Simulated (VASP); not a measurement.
SnGe31:

```
CELL_PARAMETERS angstrom
5.68310 -5.68310 5.68310
5.68310 5.68310 -5.68310
-5.68310 5.68310 5.68310
ATOMIC_POSITIONS crystal
Sn 0.25000 0.75000 0.00000
Ge 0.50000 0.50000 0.00000
Ge 0.75000 0.25000 0.00000
Ge 0.00000 0.75000 0.25000
Ge 0.00000 0.00000 0.00000
Ge 0.25000 0.50000 0.25000
Ge 0.50000 0.25000 0.25000
Ge 0.75000 0.75000 0.50000
Ge 0.75000 0.00000 0.25000
Ge 0.00000 0.50000 0.50000
Ge 0.25000 0.25000 0.50000
Ge 0.50000 0.75000 0.75000
Ge 0.50000 0.00000 0.50000
Ge 0.75000 0.50000 0.75000
Ge 0.00000 0.25000 0.75000
Ge 0.25000 0.00000 0.75000
Ge 0.50000 0.00000 0.25000
Ge 0.75000 0.75000 0.25000
Ge 0.00000 0.50000 0.25000
Ge 0.25000 0.00000 0.50000
Ge 0.25000 0.25000 0.25000
Ge 0.50000 0.75000 0.50000
Ge 0.75000 0.50000 0.50000
Ge 0.00000 0.00000 0.75000
Ge 0.00000 0.25000 0.50000
Ge 0.25000 0.75000 0.75000
Ge 0.50000 0.50000 0.75000
Ge 0.75000 0.00000 0.00000
Ge 0.75000 0.25000 0.75000
Ge 0.00000 0.75000 0.00000
Ge 0.25000 0.50000 0.00000
Ge 0.50000 0.25000 0.00000
```

The cell was built by a generator and needn't be a form met in nature.

```yaml
Program: VASP 6.6.1
Task: relaxation of cell and atoms
Functional: PBEsol
Potentials_or_basis: VASP PAW PBE potentials, release 64 (Sn_d, Ge_d)
Cutoff: 600 eV
k_mesh: 4 × 4 × 4
Occupations: gaussian, width 0.03 eV
Spin: no spin polarisation
```

At the start: pressure 0.9 GPa; volume 22.94 Å³/atom.

**Question.** How do energy, volume and symmetry change on relaxing?

**Answer.** Over 19 steps the energy falls by 12.6 meV/atom and the volume is 23.20 Å³/atom (+1.1 %); space group I-43m (No. 217, to 0.05 Å).

The path:
| step | energy change (eV) | largest force (eV/Å) | pressure (GPa) | volume (Å³) |
| --- | --- | --- | --- | --- |
| 1 | 0.0000 | 1.5690 | 0.92 | 734.20 |
| 2 | -0.3140 | 0.4285 | -0.48 | 748.29 |
| 3 | -0.3240 | 0.2114 | -0.76 | 751.47 |
| 4 | -0.3798 | 0.1452 | 0.07 | 741.32 |
| 5 | -0.3816 | 0.1360 | 0.22 | 739.10 |
| 6 | -0.3969 | 0.0565 | 0.11 | 740.68 |
| 7 | -0.4003 | 0.0217 | 0.00 | 741.68 |
| 8 | -0.4004 | 0.0226 | 0.01 | 741.84 |
| 9 | -0.4004 | 0.0237 | -0.07 | 741.89 |
| 10 | -0.4006 | 0.0226 | 0.07 | 740.82 |
| 11 | -0.4006 | 0.0227 | 0.09 | 741.20 |
| 12 | -0.4012 | 0.0189 | 0.03 | 741.35 |
| 13 | -0.4016 | 0.0172 | 0.02 | 741.48 |
| 14 | -0.4020 | 0.0201 | 0.02 | 741.75 |
| 15 | -0.4020 | 0.0242 | -0.04 | 741.84 |
| 16 | -0.4021 | 0.0212 | 0.01 | 741.50 |
| 17 | -0.4022 | 0.0193 | 0.03 | 741.25 |
| 18 | -0.4024 | 0.0110 | 0.04 | 741.54 |
| 19 | -0.4023 | 0.0089 | -0.01 | 742.25 |

Final structure:
```
Sn Ge
1.0
     5.70379   -5.70379    5.70379
     5.70379    5.70379   -5.70379
    -5.70379    5.70379    5.70379
Sn Ge
1 31
Direct
  0.25000 0.75000 0.00000
  0.50154 0.49763 0.00000
  0.75000 0.25000 0.00000
  0.99763 0.75000 0.25154
  0.99763 0.00154 0.00000
  0.25000 0.49763 0.25154
  0.50237 0.25392 0.25237
  0.75000 0.75000 0.50000
  0.75392 0.00237 0.25237
  0.99846 0.49846 0.49608
  0.25000 0.25000 0.50000
  0.50154 0.75000 0.74763
  0.50237 0.00237 0.50392
  0.74608 0.49846 0.74846
  0.99846 0.24608 0.74846
  0.25000 0.00154 0.74763
  0.51298 0.01298 0.26298
  0.74869 0.75000 0.25101
  0.99899 0.49899 0.24768
  0.25000 0.00101 0.49869
  0.25000 0.24869 0.25101
  0.50101 0.75000 0.49869
  0.75131 0.50232 0.50131
  0.99899 0.99768 0.74899
  0.00232 0.25131 0.50131
  0.25000 0.75000 0.73702
  0.49768 0.49899 0.74899
  0.74869 0.00101 0.00000
  0.75131 0.25131 0.75232
  0.98702 0.75000 0.00000
  0.25000 0.48702 0.00000
  0.50101 0.24869 0.00000
```

Caveat: the PAW data sets were made with another functional, which shifts forces and pressure a little.
